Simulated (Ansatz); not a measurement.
# W15S28: the cost of one run

Method: DFT PBE+D3(BJ), scalar-relativistic, plane waves, PAW, in Ansatz 0.2.0.

5 further runs of the same task are left out: 1 that didn't finish, 4 set aside as unsound or not needed. Runs told in other sessions of the task aren't counted.

### 1 The starting structure

Symmetry: P6_3/mmc, No. 194, hexagonal system. The conventional cell has a = 3.154 Å, b = 3.154 Å, c = 12.145 Å, α = 90.00°, β = 90.00°, γ = 120.00°. W (site symmetry -6m2) is surrounded by 6 S at 2.41 Å. S (site symmetry 3m) is surrounded by 3 W at 2.41 Å.

Structure file:

```cif
data_structure
_symmetry_space_group_name_H-M 'P 1'
_symmetry_Int_Tables_number 1
_cell_length_a 3.1541
_cell_length_b 3.1541
_cell_length_c 12.1450
_cell_angle_alpha 90.000
_cell_angle_beta 90.000
_cell_angle_gamma 120.000
_cell_volume 104.64
loop_
_atom_site_label
_atom_site_type_symbol
_atom_site_fract_x
_atom_site_fract_y
_atom_site_fract_z
_atom_site_occupancy
W1 W 0.33333 0.66667 0.75020 1
W2 W 0.66667 0.33333 0.24980 1
S1 S 0.33333 0.66667 0.12014 1
S2 S 0.66667 0.33333 0.62054 1
S3 S 0.33333 0.66667 0.37946 1
S4 S 0.66667 0.33333 0.87986 1
```

It goes back to an entry of the Materials Project, which need not be the stable form.

It is the result of an earlier relaxation at this level (volume 17.44 Å³/atom; gap on the mesh: 0.89 eV).

The host's static dielectric tensor, from an earlier linear-response run, has a mean of 11.66.

The perfect supercell (rows -2 -3 0; 3 1 0; 0 0 1 in vectors of this cell) was computed beforehand with the same settings: E(σ→0) = -170697.2201 eV for 42 atoms, gap 1.23 eV on its own mesh.

### 2 Making the defect

The extra atom is put at (0.000, 0.000, 0.308) of the supercell, the middle of a void of radius 1.95 Å. The other atoms start on their ideal sites. Its neighbours are 3 W at 1.95 Å, 3 S at 2.02 Å.

### 3 Charge state 0

Contents of input.yaml:

```yaml
crystal:
  lattice:
    - [-1.5770698836, -8.1946954965, 0.0]
    - [7.885349418, 2.7315651655, 0.0]
    - [0.0, 0.0, 12.1450302921]
  atoms:
    - { symbol: W, position: [0.4761904762, 0.0952380952, 0.7501964938] }
    - { symbol: W, position: [0.619047619, 0.5238095238, 0.7501964938] }
    - { symbol: W, position: [0.1904761905, 0.2380952381, 0.7501964938] }
    - { symbol: W, position: [0.7619047619, 0.9523809524, 0.7501964938] }
    - { symbol: W, position: [0.3333333333, 0.6666666667, 0.7501964938] }
    - { symbol: W, position: [0.9047619048, 0.380952381, 0.7501964938] }
    - { symbol: W, position: [0.0476190476, 0.8095238095, 0.7501964938] }
    - { symbol: W, position: [0.6666666667, 0.3333333333, 0.2498035062] }
    - { symbol: W, position: [0.8095238095, 0.7619047619, 0.2498035062] }
    - { symbol: W, position: [0.380952381, 0.4761904762, 0.2498035062] }
    - { symbol: W, position: [0.9523809524, 0.1904761905, 0.2498035062] }
    - { symbol: W, position: [0.5238095238, 0.9047619048, 0.2498035062] }
    - { symbol: W, position: [0.0952380952, 0.619047619, 0.2498035062] }
    - { symbol: W, position: [0.2380952381, 0.0476190476, 0.2498035062] }
    - { symbol: S, position: [0.4761904762, 0.0952380952, 0.1201425056] }
    - { symbol: S, position: [0.619047619, 0.5238095238, 0.1201425056] }
    - { symbol: S, position: [0.1904761905, 0.2380952381, 0.1201425056] }
    - { symbol: S, position: [0.7619047619, 0.9523809524, 0.1201425056] }
    - { symbol: S, position: [0.3333333333, 0.6666666667, 0.1201425056] }
    - { symbol: S, position: [0.9047619048, 0.380952381, 0.1201425056] }
    - { symbol: S, position: [0.0476190476, 0.8095238095, 0.1201425056] }
    - { symbol: S, position: [0.6666666667, 0.3333333333, 0.6205429627] }
    - { symbol: S, position: [0.8095238095, 0.7619047619, 0.6205429627] }
    - { symbol: S, position: [0.380952381, 0.4761904762, 0.6205429627] }
    - { symbol: S, position: [0.9523809524, 0.1904761905, 0.6205429627] }
    - { symbol: S, position: [0.5238095238, 0.9047619048, 0.6205429627] }
    - { symbol: S, position: [0.0952380952, 0.619047619, 0.6205429627] }
    - { symbol: S, position: [0.2380952381, 0.0476190476, 0.6205429627] }
    - { symbol: S, position: [0.4761904762, 0.0952380952, 0.3794570373] }
    - { symbol: S, position: [0.619047619, 0.5238095238, 0.3794570373] }
    - { symbol: S, position: [0.1904761905, 0.2380952381, 0.3794570373] }
    - { symbol: S, position: [0.7619047619, 0.9523809524, 0.3794570373] }
    - { symbol: S, position: [0.3333333333, 0.6666666667, 0.3794570373] }
    - { symbol: S, position: [0.9047619048, 0.380952381, 0.3794570373] }
    - { symbol: S, position: [0.0476190476, 0.8095238095, 0.3794570373] }
    - { symbol: S, position: [0.6666666667, 0.3333333333, 0.8798574944] }
    - { symbol: S, position: [0.8095238095, 0.7619047619, 0.8798574944] }
    - { symbol: S, position: [0.380952381, 0.4761904762, 0.8798574944] }
    - { symbol: S, position: [0.9523809524, 0.1904761905, 0.8798574944] }
    - { symbol: S, position: [0.5238095238, 0.9047619048, 0.8798574944] }
    - { symbol: S, position: [0.0952380952, 0.619047619, 0.8798574944] }
    - { symbol: S, position: [0.2380952381, 0.0476190476, 0.8798574944] }
    - { symbol: W, position: [0.0, 0.0, 0.3076923077] }
  host:
    lattice:
      - [3.1541397672, 0.0, 0.0]
      - [-1.5770698836, 2.7315651655, 0.0]
      - [0.0, 0.0, 12.1450302921]
    atoms:
      - { symbol: W, position: [0.3333333333, 0.6666666667, 0.7501964938] }
      - { symbol: W, position: [0.6666666667, 0.3333333333, 0.2498035062] }
      - { symbol: S, position: [0.3333333333, 0.6666666667, 0.1201425056] }
      - { symbol: S, position: [0.6666666667, 0.3333333333, 0.6205429627] }
      - { symbol: S, position: [0.3333333333, 0.6666666667, 0.3794570373] }
      - { symbol: S, position: [0.6666666667, 0.3333333333, 0.8798574944] }
basis:
  ecutwfc: 420
  xc_grid: 2
kpoints:
  mp_grid: { grid: [2, 2, 2], shift: [0.0, 0.0, 0.0] }
hamiltonian:
  xc: pbe
  dispersion: d3bj
scf:
  occupations: { method: gaussian, width: 0.01 }
output:
  forces: true
  stress: false
  eigenvalues: true
  charged_corrections:
    defect_position: [0.0, 0.0, 0.30769231]
    epsilon: [[14.1706, 0.0, 0.0], [0.0, 14.1706, 0.0], [0.0, 0.0, 6.6521]]
  write_density: true
  write_potential: true
  elf: true
  volumetric_format: npy
relax:
  adjacent_minimum: "off"
  f_tol: 0.025
  max_steps: 45
```

Run with:

```sh
ansatz run input.yaml --threads 4 --pin off --max-ram 10240MiB --backend cpu --events-out ev --progress --plain --runs-dir out
```

**Question.** How long does this run take on 4 threads of Arm Neoverse V2, shared host, and how much memory does it need?

About 6 min, with a peak of 3.2 GiB.
